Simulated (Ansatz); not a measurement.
Molecular dynamics on a 1×1×1 supercell (2 atoms) of KI (rocksalt), relaxed with r2SCAN. Forces come from PBE in Ansatz: Langevin thermostat and barostat (NPT), 300 K, steps of 1 fs. Spin polarisation is off, nuclei are classical, and the run is far too short for thermal averages.

```yaml
crystal:
  lattice:
    - [0.0, 3.5442843396, 3.5442843396]
    - [3.5442843396, 0.0, 3.5442843396]
    - [3.5442843396, 3.5442843396, 0.0]
  atoms:
    - { symbol: K, position: [0.0, 0.0, 0.0] }
    - { symbol: I, position: [0.5, 0.5, 0.5] }
kpoints:
  mp_grid: { grid: [4, 4, 4] }
hamiltonian:
  xc: pbe
scf:
  occupations: { method: fermi_dirac, width: 0.026 }
md:
  ensemble: npt_langevin
  temperature: 300
  timestep: 1.0
  n_steps: 20
  initial_velocities: maxwell_boltzmann
  seed: 2028
```

Command: `ansatz run input.yaml --threads 4 --pin off --max-ram 3686MiB --backend cpu --events-out ev --progress --plain --runs-dir out`. Wall time 24 s on 4 threads of Arm Neoverse V2, with other jobs on the host, load about 0.8 per core; peak host memory 0.49 GiB.

```
step  t (fs)  T (K)  free energy F from step 0 (meV/atom)  kinetic energy (meV/atom)  pressure (GPa)  volume (Å³/atom)  largest force (eV/Å)
   0       0    150                                   0.0                       19.4            0.51             44.52                  0.00
   1       1    204                                   0.0                       26.4            0.53             44.52                  0.01
   2       2    202                                   0.0                       26.1            0.53             44.52                  0.01
   3       3    207                                   0.1                       26.8            0.53             44.51                  0.02
   4       4    214                                   0.2                       27.6            0.54             44.50                  0.02
   5       5    207                                   0.3                       26.7            0.54             44.50                  0.03
   6       6    227                                   0.3                       29.4            0.54             44.52                  0.04
   7       7    203                                   0.4                       26.3            0.53             44.54                  0.04
   8       8    180                                   0.4                       23.3            0.51             44.59                  0.05
   9       9    198                                   0.2                       25.6            0.49             44.67                  0.05
  10      10    179                                   0.0                       23.2            0.45             44.81                  0.06
  11      11    198                                  -0.2                       25.6            0.41             44.98                  0.06
  12      12    212                                  -0.4                       27.5            0.37             45.18                  0.07
  13      13    227                                  -0.6                       29.4            0.32             45.37                  0.07
  14      14    207                                  -0.6                       26.8            0.27             45.57                  0.07
  15      15    188                                  -0.7                       24.3            0.21             45.80                  0.08
  16      16    187                                  -0.6                       24.1            0.16             46.03                  0.08
  17      17    221                                  -0.5                       28.6            0.12             46.26                  0.08
  18      18    215                                  -0.3                       27.7            0.07             46.47                  0.09
  19      19    223                                   0.0                       28.8            0.03             46.66                  0.09
  20      20    220                                   0.3                       28.5            0.00             46.83                  0.09
```

The temperature goes from 150 K to 220 K in 20 fs. The thermostat hasn't had time to restore it. The first value is 1/2 of the setting, since velocities are drawn without the motion of the centre of mass and T is counted over all atoms.

Positions (Å) and forces (eV/Å) at step 20:
```
cell (Å): 0.000 3.605 3.605; 3.605 0.000 3.605; 3.605 3.605 0.000
K    0.025  -0.030   0.083    -0.025   0.028  -0.086
I    3.597   3.610   3.583     0.025  -0.028   0.086
```
